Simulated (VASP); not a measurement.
Wanted: the native input for a VASP 6.6.1 run.

```yaml
Task: relaxation of the atoms
Functional: PBE
Dispersion: D3(BJ)
Potentials_or_basis: VASP PAW PBE potentials, release 64 (Si, Ge_d)
Cutoff: 520 eV
k_mesh: 2 × 2 × 2
Occupations: gaussian, width 0.05 eV
Spin: no spin polarisation
Dipole_correction: no
Further_INCAR_settings: LREAL = Auto; ALGO = Fast; EDIFF = 1e-07; IBRION = 2; EDIFFG = -0.03; NSW = 80
```

The structure of Si16Ge (a cell with a defect) lies in POSCAR:

```
Si16Ge
1.0
    0.0000000000      5.4300000000      5.4300000000
    5.4300000000      0.0000000000      5.4300000000
    5.4300000000      5.4300000000      0.0000000000
Si Ge
16 1
Direct
    0.0000000000      0.0000000000      0.0000000000
    0.1250000000      0.1250000000      0.1250000000
    0.0000000000      0.0000000000      0.5000000000
    0.1250000000      0.1250000000      0.6250000000
    0.0000000000      0.5000000000      0.0000000000
    0.1250000000      0.6250000000      0.1250000000
    0.0000000000      0.5000000000      0.5000000000
    0.1250000000      0.6250000000      0.6250000000
    0.5000000000      0.0000000000      0.0000000000
    0.6250000000      0.1250000000      0.1250000000
    0.5000000000      0.0000000000      0.5000000000
    0.6250000000      0.1250000000      0.6250000000
    0.5000000000      0.5000000000      0.0000000000
    0.6250000000      0.6250000000      0.1250000000
    0.5000000000      0.5000000000      0.5000000000
    0.6250000000      0.6250000000      0.6250000000
    0.2594415000      0.7428544000      0.2453130000
```

The cell was built by a generator and needn't be a form met in nature.

The input as run:

INCAR

```
PREC = Accurate
ENCUT = 520
EDIFF = 1E-7
ISMEAR = 0
SIGMA = 0.05
LREAL = Auto
LASPH = True
NELM = 100
ALGO = Fast
ISIF = 2
LWAVE = False
LCHARG = False
GGA = PE
IVDW = 12
IBRION = 2
NSW = 80
EDIFFG = -0.03
```

KPOINTS

```
regular mesh
0
Gamma
  2 2 2
```

Potentials or basis: VASP PAW PBE potentials, release 64 (Si, Ge_d).

Launch:

```console
$ cat potpaw_PBE.64/Si/POTCAR potpaw_PBE.64/Ge_d/POTCAR > POTCAR
$ mpirun -np 1 vasp_std > vasp.out
```

It gave:

The energy gained by relaxing is 20.9 meV/atom, the ionic steps are 8 and the pressure after relaxing is 3.7 GPa. The largest force after relaxing is 0.025 eV/Å, the band gap on the k mesh is none (metal or under the smearing width) and the dispersion energy per atom is -0.333 eV.

Caveat: the k mesh is coarse (spacing up to 0.50 Å⁻¹), so the values aren't converged.

Wall time 14 min on 1 thread of Intel(R) Xeon(R) Platinum 8559C (Emerald Rapids) (shared host), peak memory 0.57 GiB.
